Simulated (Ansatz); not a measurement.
FeO under changes of volume

One of the cells (10.013 Å³/atom); the others are scaled copies at fixed shape and fractional positions:

```
Fe O
1.0
     0.00000    2.15540    2.15540
     2.15540    0.00000    2.15540
     2.15540    2.15540    0.00000
Fe O
1 1
Direct
  0.00000 0.00000 0.00000
  0.50000 0.50000 0.50000
```

| Quantity | Value |
| --- | --- |
| Program | Ansatz 0.2.0 |
| Functional | PBE |
| Potentials or basis | SPMS NC |
| Cutoff | 1034 eV (not typed: the program's choice for these potentials) |
| k mesh | 11 × 11 × 11 |
| Occupations | fermi-dirac, width 0.05 eV |
| Spin | collinear spin, ferromagnetic start |
| Starting moments | [3.0, 0.0] μB |

| volume (Å³/atom) | energy over the lowest point (meV/atom) | pressure (GPa) |
| --- | --- | --- |
| 9.413 | ? | ? |
| 9.613 | 8.86 | 7.9 |
| 9.813 | 1.86 | 3.5 |
| 10.013 | 0.00 | -0.3 |
| 10.214 | 2.70 | -3.8 |
| 10.414 | 9.51 | -6.9 |
| 10.614 | 19.99 | -9.7 |

Task: What does the run at 9.413 Å³/atom give?

Result: Energy over the lowest point 21.57 meV/atom; pressure 12.7 GPa.

Worked out: A Birch-Murnaghan fit of order 3 (a polynomial in V^(-2/3)) to the other rows has its minimum at 9.99 Å³/atom with B0 = V·E''(V) = 185 GPa and B' = 4.5. It gives 21.55 meV/atom at 9.413 Å³/atom, against the run's 21.57, and -dE/dV = 12.6 GPa, against 12.7.

Energies are extrapolated to zero smearing.

Caveats: a cell with one magnetic atom can't hold antiferromagnetic order, which such compounds often take.
